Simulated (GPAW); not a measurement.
The system is AlN.

```
CELL_PARAMETERS angstrom
0.00000 2.18399 2.18399
2.18399 0.00000 2.18399
2.18399 2.18399 0.00000
ATOMIC_POSITIONS crystal
Al 0.00000 0.00000 0.00000
N 0.25000 0.25000 0.25000
```

Measurements of this composition are mostly on another form, of space group No. 186.

Base run:

| Property | Result |
| --- | --- |
| Program | GPAW 26.7.0 |
| Functional | rSCAN |
| Potentials or basis | GPAW PAW data sets (gpaw-data 1.2.1) |
| Cutoff | 800 eV |
| Basis | pw |
| k mesh | 10 × 10 × 10 |
| Occupations | fermi-dirac, width 0.05 eV |
| Spin | no spin polarisation |

Its results: band gap on the k mesh 3.97 eV, indirect (least direct gap 4.92 eV).

Task: The run is repeated on the same cell with these changes: functional from rSCAN to TB-mBJ; potentials or basis from GPAW PAW data sets (gpaw-data 1.2.1) to GPAW PAW data sets for LDA (gpaw-data 1.2.1). What comes out?

Result: Band gap on the k mesh 4.97 eV, indirect (least direct gap 5.72 eV).

Caveats: a model potential gives levels but no total energy (some runs).
